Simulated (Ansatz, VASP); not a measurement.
# Two plane-wave programs on Ge

```
Ge
1.0
     2.38337    0.00000    0.00000
     0.00000    2.38337    0.00000
     0.00000    0.00000    2.38337
Ge
1
Direct
  0.00000 0.00000 0.00000
```

Change from the starting cell: volume scaled by 0.68, PAW files.

Alike in both runs: task single point; functional PBE; k mesh 15 × 15 × 15; occupations fermi-dirac, width 0.08 eV; no spin polarisation.

```csv
,VASP,Ansatz
version,VASP 6.6.1,Ansatz 0.2.0
potentials or method,"VASP PAW PBE potentials, release 64 (Ge_d)","PAW with Ansatz's default frozen-core files, scalar-relativistic"
plane-wave cutoff (eV),520,420
valence electrons in the cell,14,14
```

```csv
,VASP,Ansatz,Ansatz less VASP
pressure (GPa),64.2,64.1,-0.12
```

Caveats: the cell as given lies far from equilibrium; so large a pressure means that the cell lies far from this level's equilibrium, or that cutoff or potentials fall short (VASP).
